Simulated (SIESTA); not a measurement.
Crystal: BaTiO3.

```
CELL_PARAMETERS angstrom
2.82737 1.63238 2.31839
-2.82737 1.63238 2.31839
0.00000 -3.26476 2.31839
ATOMIC_POSITIONS crystal
Ba 0.00000 0.00000 0.00000
Ti 0.48450 0.48450 0.48450
O 0.50860 0.01750 0.50860
O 0.01750 0.50860 0.50860
O 0.50860 0.50860 0.01750
```

* Program: SIESTA 5.4.2
* Task: single point
* Functional: PBE
* Potentials or basis: PseudoDojo 0.4 standard (PBE files)
* Basis: DZP (energy shift 0.003 Ry; two zetas on semicore shells; d shell added on Ba)
* Grid cutoff: 800 Ry
* Energy shift: 0.003 Ry
* k mesh: 7 × 7 × 7
* Occupations: fermi-dirac, width 0.05 eV
* Spin: no spin polarisation

On this cell: pressure 7.2 GPa; largest force 0.258 eV/Å; band gap on the k mesh 2.39 eV, indirect (least direct gap 2.73 eV).

The same run follows on a disturbed copy (atoms moved at random, drawn with an rms of 0.05 Å):

```
Ba Ti O
1.0
     2.82737    1.63238    2.31839
    -2.82737    1.63238    2.31839
     0.00000   -3.26476    2.31839
Ba Ti O
1 1 3
Direct
  0.98732 0.99202 0.00712
  0.48312 0.47259 0.48203
  0.51050 0.00929 0.51653
  0.02118 0.52026 0.51359
  0.51078 0.51392 0.01422
```

Task: What changes?

Result: The energy moves by +9.6 meV/atom; pressure 7.5 GPa; largest force 0.616 eV/Å; band gap on the k mesh 2.52 eV, indirect (least direct gap 2.94 eV).

Forces in eV/Å, atoms in the order of the input:
```
Ba   0.209  0.372  0.100
Ti  -0.281 -0.101  0.539
O   -0.207  0.238  0.017
O    0.060 -0.242 -0.525
O    0.216 -0.267 -0.131
```

Stress tensor (GPa, compression positive):
```
 7.34  0.23 -0.11
 0.23  7.12  0.45
-0.11  0.45  8.10
```

Caveats: this set's barium file shifts pressures by up to 1 GPa against other sets; spin-orbit coupling is left out, which moves the levels of the heavy elements; an odd mesh through Γ misses points on the zone boundary, where band edges often lie; the basis of atomic orbitals isn't converged, which shifts pressures, moduli and gaps.
